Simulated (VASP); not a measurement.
Set up this calculation in VASP 6.6.1, as the native input.

```yaml
Task: band structure
Functional: PBE
Dispersion: D3(BJ)
Potentials_or_basis: VASP PAW PBE potentials, release 64 (Hf_pv, S)
Cutoff: 520 eV
k_mesh: 9 × 9 × 5
Occupations: gaussian, width 0.03 eV
Spin: no spin polarisation
Further_INCAR_settings: ALGO = Normal; EDIFF = 1e-06; NBANDS = 18
```

The structure of HfS2 lies in POSCAR:

```
HfS2                                    
1.0
    3.5993616650     -0.0000000000     -0.0000000000
   -1.7996808326      3.1171386382      0.0000000000
   -0.0000000000      0.0000000000      5.7653282579
  Hf              S             
     1     2
Direct
     0.0000000000000000    0.0000000000000000    0.0000000000000000
     0.6666666699999979    0.3333333300000021    0.7478869578483324
     0.3333333300000021    0.6666666699999979    0.2521130421516677
```

The cell is a database's computed one.

One way to write it, as run:

INCAR

```
SYSTEM = HfS2
PREC     = Accurate       ! precision mode
ENCUT    = 520            ! plane-wave cutoff, eV
EDIFF    = 1E-6           ! SCF threshold, eV
ISMEAR   = 0              ! smearing method
SIGMA    = 0.03           ! smearing width, eV
LREAL    = .FALSE.        ! projectors in reciprocal space
LASPH    = .TRUE.         ! aspherical terms in the spheres
NELM     = 80             ! most SCF steps
ALGO     = Normal         ! electronic algorithm
ISIF     = 2              ! what is computed and relaxed
LWAVE    = .FALSE.        ! write WAVECAR
LCHARG   = .FALSE.        ! write CHGCAR
LMAXMIX  = 4              ! l up to which the mixer works
GGA      = PE             ! functional
IVDW     = 12             ! dispersion correction
NBANDS   = 18             ! bands
ICORELEVEL= 1
```

KPOINTS

```
regular mesh
0
G
  9 9 5
  0 0 0
```

KPOINTS_OPT

```
explicit points
96
Reciprocal
 0.0000000000  0.0000000000  0.0000000000 1
 0.0555555556  0.0000000000  0.0000000000 1
 0.1111111111  0.0000000000  0.0000000000 1
 0.1666666667  0.0000000000  0.0000000000 1
 0.2222222222  0.0000000000  0.0000000000 1
 0.2777777778  0.0000000000  0.0000000000 1
 0.3333333333  0.0000000000  0.0000000000 1
 0.3888888889  0.0000000000  0.0000000000 1
 0.4444444444  0.0000000000  0.0000000000 1
 0.5000000000  0.0000000000  0.0000000000 1
 0.5000000000  0.0000000000  0.0000000000 1
 0.4814814815  0.0370370370  0.0000000000 1
 0.4629629630  0.0740740741  0.0000000000 1
 0.4444444444  0.1111111111  0.0000000000 1
 0.4259259259  0.1481481481  0.0000000000 1
 0.4074074074  0.1851851852  0.0000000000 1
 0.3888888889  0.2222222222  0.0000000000 1
 0.3703703703  0.2592592592  0.0000000000 1
 0.3518518518  0.2962962963  0.0000000000 1
 0.3333333333  0.3333333333  0.0000000000 1
 0.3333333333  0.3333333333  0.0000000000 1
 0.2962962963  0.2962962963  0.0000000000 1
 0.2592592592  0.2592592592  0.0000000000 1
 0.2222222222  0.2222222222  0.0000000000 1
 0.1851851852  0.1851851852  0.0000000000 1
 0.1481481481  0.1481481481  0.0000000000 1
 0.1111111111  0.1111111111  0.0000000000 1
 0.0740740741  0.0740740741  0.0000000000 1
 0.0370370370  0.0370370370  0.0000000000 1
 0.0000000000  0.0000000000  0.0000000000 1
 0.0000000000  0.0000000000  0.0000000000 1
 0.0000000000  0.0000000000  0.0555555556 1
 0.0000000000  0.0000000000  0.1111111111 1
 0.0000000000  0.0000000000  0.1666666667 1
 0.0000000000  0.0000000000  0.2222222222 1
 0.0000000000  0.0000000000  0.2777777778 1
 0.0000000000  0.0000000000  0.3333333333 1
 0.0000000000  0.0000000000  0.3888888889 1
 0.0000000000  0.0000000000  0.4444444444 1
 0.0000000000  0.0000000000  0.5000000000 1
 0.0000000000  0.0000000000  0.5000000000 1
 0.0555555556  0.0000000000  0.5000000000 1
 0.1111111111  0.0000000000  0.5000000000 1
 0.1666666667  0.0000000000  0.5000000000 1
 0.2222222222  0.0000000000  0.5000000000 1
 0.2777777778  0.0000000000  0.5000000000 1
 0.3333333333  0.0000000000  0.5000000000 1
 0.3888888889  0.0000000000  0.5000000000 1
 0.4444444444  0.0000000000  0.5000000000 1
 0.5000000000  0.0000000000  0.5000000000 1
 0.5000000000  0.0000000000  0.5000000000 1
 0.4814814815  0.0370370370  0.5000000000 1
 0.4629629630  0.0740740741  0.5000000000 1
 0.4444444444  0.1111111111  0.5000000000 1
 0.4259259259  0.1481481481  0.5000000000 1
 0.4074074074  0.1851851852  0.5000000000 1
 0.3888888889  0.2222222222  0.5000000000 1
 0.3703703703  0.2592592592  0.5000000000 1
 0.3518518518  0.2962962963  0.5000000000 1
 0.3333333333  0.3333333333  0.5000000000 1
 0.3333333333  0.3333333333  0.5000000000 1
 0.2962962963  0.2962962963  0.5000000000 1
 0.2592592592  0.2592592592  0.5000000000 1
 0.2222222222  0.2222222222  0.5000000000 1
 0.1851851852  0.1851851852  0.5000000000 1
 0.1481481481  0.1481481481  0.5000000000 1
 0.1111111111  0.1111111111  0.5000000000 1
 0.0740740741  0.0740740741  0.5000000000 1
 0.0370370370  0.0370370370  0.5000000000 1
 0.0000000000  0.0000000000  0.5000000000 1
 0.5000000000  0.0000000000  0.5000000000 1
 0.5000000000  0.0000000000  0.4444444444 1
 0.5000000000  0.0000000000  0.3888888889 1
 0.5000000000  0.0000000000  0.3333333333 1
 0.5000000000  0.0000000000  0.2777777778 1
 0.5000000000  0.0000000000  0.2222222222 1
 0.5000000000  0.0000000000  0.1666666667 1
 0.5000000000  0.0000000000  0.1111111111 1
 0.5000000000  0.0000000000  0.0555555556 1
 0.5000000000  0.0000000000  0.0000000000 1
 0.3333333333  0.3333333333  0.0000000000 1
 0.3333333333  0.3333333333  0.0555555556 1
 0.3333333333  0.3333333333  0.1111111111 1
 0.3333333333  0.3333333333  0.1666666667 1
 0.3333333333  0.3333333333  0.2222222222 1
 0.3333333333  0.3333333333  0.2777777778 1
 0.3333333333  0.3333333333  0.3333333333 1
 0.3333333333  0.3333333333  0.3888888889 1
 0.3333333333  0.3333333333  0.4444444444 1
 0.3333333333  0.3333333333  0.5000000000 1
 0.0000000000  0.0000000000  0.0000000000 1
 0.0000000000  0.0000000000  0.5000000000 1
 0.3333333333  0.3333333333  0.5000000000 1
 0.3333333333  0.3333333333  0.0000000000 1
 0.5000000000  0.0000000000  0.5000000000 1
 0.5000000000  0.0000000000  0.0000000000 1
```

Potentials or basis: VASP PAW PBE potentials, release 64 (Hf_pv, S).

The run is started by

```sh
$ cat potpaw_PBE.64/Hf_pv/POTCAR potpaw_PBE.64/S/POTCAR > POTCAR
$ mpirun -np 1 vasp_std > vasp.out
```

Results of the run:

| Quantity | Value |
| --- | --- |
| Pressure | 0.0 GPa |
| Largest force | 0.005 eV/Å |
| Band gap on the k mesh | 0.91 eV, indirect (least direct gap 1.86 eV) |
| Band gap along the path | 0.88 eV, indirect (least direct gap 1.83 eV) |
| Dispersion energy per atom | -0.342 eV |

Caveat: spin-orbit coupling is left out, which moves the levels of the heavy elements.

It took 73 s on 1 thread of Intel(R) Xeon(R) Platinum 8488C (Sapphire Rapids) (shared host), peak memory 0.24 GiB.
